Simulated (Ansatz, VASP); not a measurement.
## Two plane-wave programs on CdSe

The input INCAR:

```
  PREC = Accurate
  ENCUT = 520
  EDIFF = 1E-7
  ISMEAR = 0
  SIGMA = 0.05
  LREAL = F
  LASPH = T
  NELM = 60
  ALGO = Normal
  ISIF = 2
  LWAVE = F
  LCHARG = F
  GGA = PS
  NBANDS = 16
```

The input KPOINTS:

```
Automatic mesh
0
Gamma
  10 10 10
```

File POSCAR:

```
CdSe
1.0
    0.0000000000      2.9862332182      2.9862332182
    2.9862332182      0.0000000000      2.9862332182
    2.9862332182      2.9862332182      0.0000000000
Cd Se
1 1
Direct
    0.0000000000      0.0000000000      0.0000000000
    0.7500000000      0.7500000000      0.7500000000
```

Input for Ansatz:

```yaml
crystal:
  lattice:
    - [0.0, 2.9862332182, 2.9862332182]
    - [2.9862332182, 0.0, 2.9862332182]
    - [2.9862332182, 2.9862332182, 0.0]
  atoms:
    - { symbol: Cd, position: [0.0, 0.0, 0.0] }
    - { symbol: Se, position: [0.75, 0.75, 0.75] }
basis:
  ecutwfc: 420
kpoints:
  mp_grid: { grid: [10, 10, 10] }
hamiltonian:
  xc: pbesol
scf:
  occupations: { method: gaussian, width: 0.05 }
output:
  forces: true
  stress: true
  eigenvalues: true
```

Alike in both runs: task single point; functional PBEsol; k mesh 10 × 10 × 10; occupations gaussian, width 0.05 eV; no spin polarisation.

|  | VASP | Ansatz |
| --- | --- | --- |
| version | VASP 6.6.1 | Ansatz 0.2.0 |
| potentials or method | VASP PAW PBE potentials, release 64 (Cd, Se) | scalar-relativistic, plane waves, PAW |
| plane-wave cutoff (eV) | 520 | 420 |
| valence electrons in the cell | 18 | 36 |

|  | VASP | Ansatz | Ansatz less VASP |
| --- | --- | --- | --- |
| gap on the k mesh at the Fermi level (eV) | 0.59 | 0.59 | -0.004 |
| least direct gap on the mesh (eV) | 0.59 | 0.59 | -0.004 |
| pressure (GPa) | 3.6 | 3.2 | -0.43 |

The two sets of potentials don't hold the same shells in valence.

Caveats: the PAW data sets were made with another functional, which shifts forces and pressure a little (VASP).
